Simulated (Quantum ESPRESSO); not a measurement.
BaTiO3:

```xyz
5
Lattice="3.9998 0.0000 0.0000 0.0000 3.9998 0.0000 0.0000 0.0000 4.0180" Properties=species:S:1:pos:R:3 pbc="T T T"
Ba    0.0000    0.0000    0.0000
Ti    1.9999    1.9999    1.9688
O     0.0000    1.9999    2.0773
O     1.9999    0.0000    2.0773
O     1.9999    1.9999    0.0763
```

Base run:

* Program: Quantum ESPRESSO 7.5
* Functional: RPBE
* Potentials or basis: PseudoDojo 0.4.1 SR PBE standard
* Cutoff: 1143 eV
* Density cutoff: 4572 eV
* k mesh: 7 × 7 × 7
* Occupations: fermi-dirac, width 0.05 eV
* Spin: no spin polarisation

Its results: band gap on the k mesh 1.95 eV, indirect (least direct gap 2.14 eV); pressure 6.5 GPa; largest force 0.333 eV/Å.

Q: The run is repeated on the same cell with these changes: functional from RPBE to revPBE. What comes out?

A: Band gap on the k mesh 1.94 eV, indirect (least direct gap 2.13 eV); pressure 5.4 GPa; largest force 0.331 eV/Å.

Caveats: the potentials were made for another functional, which shifts forces and pressure; this release of the barium file is off; spin-orbit coupling is left out, which moves the levels of the heavy elements; the mesh misses the band edges, which the band path finds closer together.
